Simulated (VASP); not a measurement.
# NiO (Fm-3m) in VASP: equation of state

How stiff is NiO in PBE, and what volume does it want? The cell is scaled to several volumes.

All numbers are computed with VASP 6.6.1; they aren't measurements. Logs are shortened: lines on timing, memory, paths and dates and some standing lists are left out, and cuts for length are marked.

### Step 1. Starting point

It takes space group Fm-3m (No. 225, cubic). Conventional cell: a = 4.172 Å, b = 4.172 Å, c = 4.172 Å, α = 90.00°, β = 90.00°, γ = 90.00°. Ni (site symmetry m-3m) is surrounded by 6 O at 2.09 Å. Around O (site symmetry m-3m) lie 6 Ni at 2.09 Å.

### Step 2. Equation of state, PBE, collinear spin, ferromagnetic start, 8.53 Å³/atom (volume scaled by 0.94)

INCAR

```
SYSTEM = NiO
ALGO     = Normal         ! electronic algorithm
EDIFF    = 1E-7           ! SCF threshold, eV
ENCUT    = 520            ! plane-wave cutoff, eV
GGA      = PE             ! functional
ISIF     = 2              ! what is computed and relaxed
ISMEAR   = -1             ! smearing method
ISPIN    = 2              ! spin polarisation
LASPH    = .True.         ! aspherical terms in the spheres
LCHARG   = .False.        ! write CHGCAR
LMAXMIX  = 4              ! l up to which the mixer works
LORBIT   = 11             ! projections on sites
LREAL    = .False.        ! projectors in reciprocal space
LWAVE    = .False.        ! write WAVECAR
MAGMOM   = 1 0            ! initial moments
NBANDS   = 19             ! bands
NELM     = 150            ! most SCF steps
PREC     = Accurate       ! precision mode
SIGMA    = 0.05           ! smearing width, eV
```

KPOINTS

```
k-points
0
Gamma
  11 11 11
  0 0 0
```

POSCAR

```
NiO
1.0
    0.0000000000      2.0433202721      2.0433202721
    2.0433202721      0.0000000000      2.0433202721
    2.0433202721      2.0433202721      0.0000000000
Ni O
1 1
Direct
    0.0000000000      0.0000000000      0.0000000000
    0.5000000000      0.5000000000      0.5000000000
```

Potentials or basis: VASP PAW PBE potentials, release 64 (Ni, O).

On the command line:

```console
$ cat potpaw_PBE.64/Ni/POTCAR potpaw_PBE.64/O/POTCAR > POTCAR
$ mpirun -np 1 vasp_std > vasp.out
```

OUTCAR:

```text
SYSTEM = NiO
   EDIFF = 1E-7
   ENCUT = 520
   GGA = PE
   ISIF = 2
   ISMEAR = -1
   ISPIN = 2
   LASPH = .True.
   LORBIT = 11
   LREAL = .False.
   NELM = 150
   PREC = Accurate

 ion  position               nearest neighbor table
   1  0.000  0.000  0.000-   2 2.04   2 2.04   2 2.04   2 2.04   2 2.04   2 2.04
   2  0.500  0.500  0.500-   1 2.04   1 2.04   1 2.04   1 2.04   1 2.04   1 2.04

  LATTYP: Found a face centered cubic cell.
 ALAT       =     4.0866405442

  Lattice vectors:

 A1 = (   0.0000000000,   2.0433202721,   2.0433202721)
 A2 = (   2.0433202721,   0.0000000000,   2.0433202721)
 A3 = (   2.0433202721,   2.0433202721,   0.0000000000)

Analysis of symmetry for initial positions (statically):
=====================================================================
 Subroutine PRICEL returns:
 Original cell was already a primitive cell.

 Routine SETGRP: Setting up the symmetry group for a
 face centered cubic supercell.

 Subroutine GETGRP returns: Found 48 space group operations
 (whereof 48 operations were pure point group operations)
 out of a pool of 48 trial point group operations.

The static configuration has the point symmetry O_h .

Analysis of symmetry for dynamics (positions and initial velocities):
=====================================================================
 Subroutine PRICEL returns:
 Original cell was already a primitive cell.

 Routine SETGRP: Setting up the symmetry group for a
 face centered cubic supercell.

 Subroutine GETGRP returns: Found 48 space group operations
 (whereof 48 operations were pure point group operations)
 out of a pool of 48 trial point group operations.

The dynamic configuration has the point symmetry O_h .

Analysis of structural, dynamic, and magnetic symmetry:
=====================================================================
 Subroutine PRICEL returns:
 Original cell was already a primitive cell.

 Routine SETGRP: Setting up the symmetry group for a
 face centered cubic supercell.

 Subroutine GETGRP returns: Found 48 space group operations
 (whereof 48 operations were pure point group operations)
 out of a pool of 48 trial point group operations.

The overall configuration has the point symmetry O_h .

 Subroutine INISYM returns: Found 48 space group operations
 (whereof 48 operations are pure point group operations),
 and found     1 'primitive' translations

----------------------------------------------------------------------------------------

                                     Primitive cell

  volume of cell :      17.0624

  direct lattice vectors                    reciprocal lattice vectors
     0.000000000  2.043320272  2.043320272    -0.244699770  0.244699770  0.244699770
     2.043320272  0.000000000  2.043320272     0.244699770 -0.244699770  0.244699770
     2.043320272  2.043320272  0.000000000     0.244699770  0.244699770 -0.244699770

  length of vectors
     2.889691241  2.889691241  2.889691241     0.423832434  0.423832434  0.423832434

  position of ions in fractional coordinates (direct lattice)
     0.000000000  0.000000000  0.000000000
     0.500000000  0.500000000  0.500000000

  ion indices of the primitive-cell ions
   primitive index   ion index
                 1           1
                 2           2

----------------------------------------------------------------------------------------

 KPOINTS: k-points

Automatic generation of k-mesh.
 Grid dimensions read from file:
 generate k-points for:   11   11   11

 Generating k-lattice:

  Cartesian coordinates                     Fractional coordinates (reciprocal lattice)
    -0.022245434  0.022245434  0.022245434     0.090909091  0.000000000  0.000000000
     0.022245434 -0.022245434  0.022245434     0.000000000  0.090909091  0.000000000
     0.022245434  0.022245434 -0.022245434     0.000000000  0.000000000  0.090909091

  Length of vectors
     0.038530221  0.038530221  0.038530221

  Shift w.r.t. Gamma in fractional coordinates (k-lattice)
     0.000000000  0.000000000  0.000000000

[... 46 lines left out ...]

  energy without entropy =      -11.38353271  energy(sigma->0) =      -11.38967347

 E-fermi :   8.9933     XC(G=0): -13.0688

 val. band max:        8.9534909039   @ k =  -0.1818   0.2727   0.0909
 cond. band min:       9.0136522334   @ k =  -0.2727   0.2727   0.0909
 fundamental gap:      0.0601613295
 Fermi energy:         8.9933373188

 spin component 1

 k-point     1 :       0.0000    0.0000    0.0000
  band No.  band energies     occupation
      1     -12.1666      1.00000
      2       5.5609      1.00000
      3       5.5609      1.00000
      4       5.5609      1.00000
      5       5.9201      1.00000
      6       5.9202      1.00000
[... 11 lines left out ...]
     18      35.7026      0.00000
     19      35.7026      0.00000

 k-point     2 :       0.0909    0.0000    0.0000
  band No.  band energies     occupation
      1     -12.0621      1.00000
      2       4.7391      1.00000
      3       4.8084      1.00000
      4       4.8085      1.00000
      5       6.2417      1.00000
      6       6.2417      1.00000
[... 828 lines left out ...]
 k-point    40 :      -0.4545    0.1818    0.0909
  band No.  band energies     occupation
      1     -10.5852      1.00000
      2       0.5098      1.00000
      3       2.5262      1.00000
      4       2.7422      1.00000
      5       6.8419      1.00000
      6       7.0561      1.00000
[... 11 lines left out ...]
     18      39.5362      0.00000
     19      40.9325      0.00000

 [... further k-points ...]

 spin component 2

 k-point     1 :       0.0000    0.0000    0.0000
  band No.  band energies     occupation
      1     -11.8289      1.00000
      2       5.9567      1.00000
      3       5.9567      1.00000
      4       5.9567      1.00000
      5       6.9006      1.00000
      6       6.9007      1.00000
[... 11 lines left out ...]
     18      36.2229      0.00000
     19      36.2231      0.00000

 k-point     2 :       0.0909    0.0000    0.0000
  band No.  band energies     occupation
      1     -11.7222      1.00000
      2       5.1458      1.00000
      3       5.5410      1.00000
      4       5.5411      1.00000
      5       7.0248      1.00000
      6       7.0249      1.00000
[... 828 lines left out ...]
 k-point    40 :      -0.4545    0.1818    0.0909
  band No.  band energies     occupation
      1     -10.2022      1.00000
      2       0.8178      1.00000
      3       3.2291      1.00000
      4       3.5752      1.00000
      5       7.7019      1.00000
      6       7.9081      1.00000
[... 11 lines left out ...]
     18      39.8621      0.00000
     19      41.2939      0.00000

 [... further k-points ...]
[... 5 lines left out ...]
  --------------------------------------------------------------------------------------
  -------------------------------------------------------------------------------------
  Total        1.9384226      1.9384226      1.9384226     -0.0000000     -0.0000000      0.0000000
  in kB      182.0202517    182.0202517    182.0202517     -0.0000000     -0.0000000      0.0000000
  external PRESSURE =     182.0202517 kB  Pullay stress =       0.0000000 kB

 VOLUME and BASIS-vectors are now :
 -----------------------------------------------------------------------------
  energy-cutoff  :      520.00
  volume of cell :       17.06
      direct lattice vectors                 reciprocal lattice vectors
     0.000000000  2.043320272  2.043320272    -0.244699770  0.244699770  0.244699770
     2.043320272  0.000000000  2.043320272     0.244699770 -0.244699770  0.244699770
     2.043320272  2.043320272  0.000000000     0.244699770  0.244699770 -0.244699770

 POSITION                                       TOTAL-FORCE (eV/Angst)
 -----------------------------------------------------------------------------------
      0.00000      0.00000      0.00000         0.000000      0.000000      0.000000
      2.04332      2.04332      2.04332        -0.000000     -0.000000     -0.000000
 -----------------------------------------------------------------------------------
    total drift:                                0.000000     -0.000000     -0.000000

  FREE ENERGIE OF THE ION-ELECTRON SYSTEM (eV)
  ---------------------------------------------------
  free  energy   TOTEN  =       -11.3958142267 eV

  energy  without entropy=      -11.3835327073  energy(sigma->0) =      -11.38967347

 total charge

# of ion       s       p       d       tot
------------------------------------------
    1        0.353   0.455   8.323   9.131
    2        1.560   3.444   0.000   5.004
--------------------------------------------------
tot          1.913   3.899   8.323  14.135

 magnetization (x)

# of ion       s       p       d       tot
------------------------------------------
    1        0.011   0.015   1.181   1.208
    2        0.027   0.178   0.000   0.205
--------------------------------------------------
tot          0.039   0.193   1.181   1.413
```

It took 33 s on 1 thread of Intel Xeon Platinum 8488C (Sapphire Rapids), shared host; peak memory 0.16 GiB.

Results:

- Free energy: -11.3958 eV
- Pressure: 18.2 GPa
- Band gap on the k mesh: none (metal or under the smearing width)
- Net moment: 1.45 μB per cell
- Site moments: Ni +1.21; O +0.20 μB
- Valence electrons inside the program's atomic spheres: Ni 9.13; O 5.00

Caveat: a cell with one magnetic atom can't hold antiferromagnetic order, which such compounds often take; semilocal functionals often make such compounds metallic where correlation or magnetic order opens a gap, which also shifts bond lengths.

### Step 3. Equation of state, PBE, collinear spin, ferromagnetic start, 8.71 Å³/atom (volume scaled by 0.96)

INCAR

```
PREC = Accurate ; ENCUT = 520
EDIFF = 1E-7 ; ISMEAR = -1
SIGMA = 0.05 ; LREAL = False
LASPH = True ; NELM = 150
ALGO = Normal ; ISIF = 2
LWAVE = False ; LCHARG = False
ISPIN = 2 ; MAGMOM = 1 0
LORBIT = 11 ; LMAXMIX = 4
GGA = PE ; NBANDS = 19
```

KPOINTS

```
Automatic mesh
0
Gamma
  11 11 11
```

POSCAR

```
NiO
1.0
    0.0000000000      2.0577103256      2.0577103256
    2.0577103256      0.0000000000      2.0577103256
    2.0577103256      2.0577103256      0.0000000000
Ni O
1 1
Direct
    0.0000000000      0.0000000000      0.0000000000
    0.5000000000      0.5000000000      0.5000000000
```

Potentials or basis: VASP PAW PBE potentials, release 64 (Ni, O).

On the command line:

```console
$ cat potpaw_PBE.64/Ni/POTCAR potpaw_PBE.64/O/POTCAR > POTCAR
$ mpirun -np 1 vasp_std > vasp.out
```

Run time: 32 s. Hardware: 1 thread of Intel Xeon Platinum 8488C (Sapphire Rapids), shared host; peak memory 0.16 GiB.

Results (log left out):

```
Free energy                                           : -11.4320 eV
Pressure                                              : 13.3 GPa
Band gap on the k mesh                                : none (metal or under the smearing width)
Net moment                                            : 1.53 μB per cell
Site moments                                          : Ni +1.27; O +0.22 μB
Valence electrons inside the program's atomic spheres : Ni 9.08; O 5.00
```

Caveat: a cell with one magnetic atom can't hold antiferromagnetic order, which such compounds often take; semilocal functionals often make such compounds metallic where correlation or magnetic order opens a gap, which also shifts bond lengths.

### Step 4. Equation of state, PBE, collinear spin, ferromagnetic start, 8.89 Å³/atom (volume scaled by 0.98)

INCAR

```
SYSTEM = NiO
PREC     = Accurate       ! precision mode
ENCUT    = 520            ! plane-wave cutoff, eV
EDIFF    = 1E-7           ! SCF threshold, eV
ISMEAR   = -1             ! smearing method
SIGMA    = 0.05           ! smearing width, eV
LREAL    = .FALSE.        ! projectors in reciprocal space
LASPH    = .TRUE.         ! aspherical terms in the spheres
NELM     = 150            ! most SCF steps
ALGO     = Normal         ! electronic algorithm
ISIF     = 2              ! what is computed and relaxed
LWAVE    = .FALSE.        ! write WAVECAR
LCHARG   = .FALSE.        ! write CHGCAR
ISPIN    = 2              ! spin polarisation
MAGMOM   = 1 0            ! initial moments
LORBIT   = 11             ! projections on sites
LMAXMIX  = 4              ! l up to which the mixer works
GGA      = PE             ! functional
NBANDS   = 19             ! bands
```

KPOINTS

```
regular mesh
0
G
  11 11 11
  0 0 0
```

POSCAR

```
NiO
1.0
    0.0000000000      2.0719018797      2.0719018797
    2.0719018797      0.0000000000      2.0719018797
    2.0719018797      2.0719018797      0.0000000000
Ni O
1 1
Direct
    0.0000000000      0.0000000000      0.0000000000
    0.5000000000      0.5000000000      0.5000000000
```

On the command line:

```console
$ cat potpaw_PBE.64/Ni/POTCAR potpaw_PBE.64/O/POTCAR > POTCAR
$ mpirun -np 1 vasp_std > vasp.out
```

It took 30 s on 1 thread of Intel Xeon Platinum 8488C (Sapphire Rapids), shared host; peak memory 0.16 GiB.

It converged, with:

| Item | Value |
| --- | --- |
| Free energy | -11.4575 eV |
| Pressure | 8.9 GPa |
| Band gap on the k mesh | none (metal or under the smearing width) |
| Net moment | 1.59 μB per cell |
| Site moments | Ni +1.32; O +0.23 μB |
| Valence electrons inside the program's atomic spheres | Ni 9.04; O 4.99 |

Caveat: a cell with one magnetic atom can't hold antiferromagnetic order, which such compounds often take; semilocal functionals often make such compounds metallic where correlation or magnetic order opens a gap, which also shifts bond lengths.

### Step 5. Equation of state, PBE, collinear spin, ferromagnetic start, 9.26 Å³/atom (volume scaled by 1.02)

INCAR

```
PREC = Accurate ; ENCUT = 520
EDIFF = 1E-7 ; ISMEAR = -1
SIGMA = 0.05 ; LREAL = F
LASPH = T ; NELM = 120
ALGO = Normal ; ISIF = 2
LWAVE = F ; LCHARG = F
ISPIN = 2 ; MAGMOM = 1 0
LORBIT = 11 ; LMAXMIX = 4
GGA = PE ; NBANDS = 19
```

KPOINTS

```
Automatic mesh
0
Gamma
  11 11 11
```

POSCAR

```
NiO
1.0
    0.0000000000      2.0997159621      2.0997159621
    2.0997159621      0.0000000000      2.0997159621
    2.0997159621      2.0997159621      0.0000000000
Ni O
1 1
Direct
    0.0000000000      0.0000000000      0.0000000000
    0.5000000000      0.5000000000      0.5000000000
```

On the command line:

```console
$ cat potpaw_PBE.64/Ni/POTCAR potpaw_PBE.64/O/POTCAR > POTCAR
$ mpirun -np 1 vasp_std > vasp.out
```

It took 26 s on 1 thread of Intel Xeon Platinum 8488C (Sapphire Rapids), shared host; peak memory 0.16 GiB.

Results (log left out):

| Property | Result |
| --- | --- |
| Free energy | -11.4818 eV |
| Pressure | 1.7 GPa |
| Band gap on the k mesh | none (metal or under the smearing width) |
| Net moment | 1.74 μB per cell |
| Site moments | Ni +1.44; O +0.27 μB |
| Valence electrons inside the program's atomic spheres | Ni 8.96; O 4.97 |

Caveat: a cell with one magnetic atom can't hold antiferromagnetic order, which such compounds often take; semilocal functionals often make such compounds metallic where correlation or magnetic order opens a gap, which also shifts bond lengths.

### Step 6. Equation of state, PBE, collinear spin, ferromagnetic start, 9.44 Å³/atom (volume scaled by 1.04)

INCAR

```
SYSTEM = NiO
  PREC = Accurate
  ENCUT = 520
  EDIFF = 1E-7
  ISMEAR = -1
  SIGMA = 0.05
  LREAL = .False.
  LASPH = .True.
  NELM = 100
  ALGO = Normal
  ISIF = 2
  LWAVE = .False.
  LCHARG = .False.
  ISPIN = 2
  MAGMOM = 1 0
  LORBIT = 11
  LMAXMIX = 4
  GGA = PE
  NBANDS = 19
```

KPOINTS

```
regular mesh
0
Gamma
  11 11 11
  0 0 0
```

POSCAR

```
NiO
1.0
    0.0000000000      2.1133508634      2.1133508634
    2.1133508634      0.0000000000      2.1133508634
    2.1133508634      2.1133508634      0.0000000000
Ni O
1 1
Direct
    0.0000000000      0.0000000000      0.0000000000
    0.5000000000      0.5000000000      0.5000000000
```

Potentials or basis: VASP PAW PBE potentials, release 64 (Ni, O).

On the command line:

```console
$ cat potpaw_PBE.64/Ni/POTCAR potpaw_PBE.64/O/POTCAR > POTCAR
$ mpirun -np 1 vasp_std > vasp.out
```

Run time: 32 s. Hardware: 1 thread of Intel Xeon Platinum 8488C (Sapphire Rapids), shared host; peak memory 0.16 GiB.

It converged, with:

| Property | Result |
| --- | --- |
| Free energy | -11.4824 eV |
| Pressure | -1.5 GPa |
| Band gap on the k mesh | none (metal or under the smearing width) |
| Net moment | 1.79 μB per cell |
| Site moments | Ni +1.47; O +0.28 μB |
| Valence electrons inside the program's atomic spheres | Ni 8.92; O 4.96 |

Caveat: a cell with one magnetic atom can't hold antiferromagnetic order, which such compounds often take; semilocal functionals often make such compounds metallic where correlation or magnetic order opens a gap, which also shifts bond lengths.

### Step 7. Equation of state, PBE, collinear spin, ferromagnetic start, 9.62 Å³/atom (volume scaled by 1.06)

INCAR

```
SYSTEM = NiO
ALGO     = Normal         ! electronic algorithm
EDIFF    = 1E-7           ! SCF threshold, eV
ENCUT    = 520            ! plane-wave cutoff, eV
GGA      = PE             ! functional
ISIF     = 2              ! what is computed and relaxed
ISMEAR   = -1             ! smearing method
ISPIN    = 2              ! spin polarisation
LASPH    = .True.         ! aspherical terms in the spheres
LCHARG   = .False.        ! write CHGCAR
LMAXMIX  = 4              ! l up to which the mixer works
LORBIT   = 11             ! projections on sites
LREAL    = .False.        ! projectors in reciprocal space
LWAVE    = .False.        ! write WAVECAR
MAGMOM   = 1 0            ! initial moments
NBANDS   = 19             ! bands
NELM     = 100            ! most SCF steps
PREC     = Accurate       ! precision mode
SIGMA    = 0.05           ! smearing width, eV
```

KPOINTS

```
k-points
0
Gamma
  11 11 11
  0 0 0
```

POSCAR

```
NiO
1.0
    0.0000000000      2.1268120599      2.1268120599
    2.1268120599      0.0000000000      2.1268120599
    2.1268120599      2.1268120599      0.0000000000
Ni O
1 1
Direct
    0.0000000000      0.0000000000      0.0000000000
    0.5000000000      0.5000000000      0.5000000000
```

On the command line:

```console
$ cat potpaw_PBE.64/Ni/POTCAR potpaw_PBE.64/O/POTCAR > POTCAR
$ mpirun -np 1 vasp_std > vasp.out
```

It took 37 s on 1 thread of Intel Xeon Platinum 8488C (Sapphire Rapids), shared host; peak memory 0.16 GiB.

Results (log left out):

```yaml
Free_energy: -11.4760 eV
Pressure: -4.5 GPa
Band_gap_on_the_k_mesh: none (metal or under the smearing width)
Net_moment: 1.83 μB per cell
Site_moments: Ni +1.50; O +0.28 μB
Valence_electrons_inside_the_program's_atomic_spheres: Ni 8.89; O 4.96
```

Caveat: a cell with one magnetic atom can't hold antiferromagnetic order, which such compounds often take; semilocal functionals often make such compounds metallic where correlation or magnetic order opens a gap, which also shifts bond lengths.

### Step 8. Equation of state, PBE, collinear spin, ferromagnetic start

Potentials or basis: VASP PAW PBE potentials, release 64 (Ni, O).

No new run: the results of the series are fitted here.

Results:

```
Equilibrium volume                      : 9.36 Å³/atom
Bulk modulus                            : 160 GPa
Pressure derivative of the bulk modulus : 4.5 (rough: it moves with the points fitted)
```

Energy against volume, from the lowest point:
| volume (Å³/atom) | energy (meV/atom) |
| --- | --- |
| 8.531 | 43.31 |
| 8.713 | 25.23 |
| 8.894 | 12.49 |
| 9.076 | 4.39 |
| 9.257 | 0.31 |
| 9.439 | 0.00 |
| 9.620 | 3.23 |
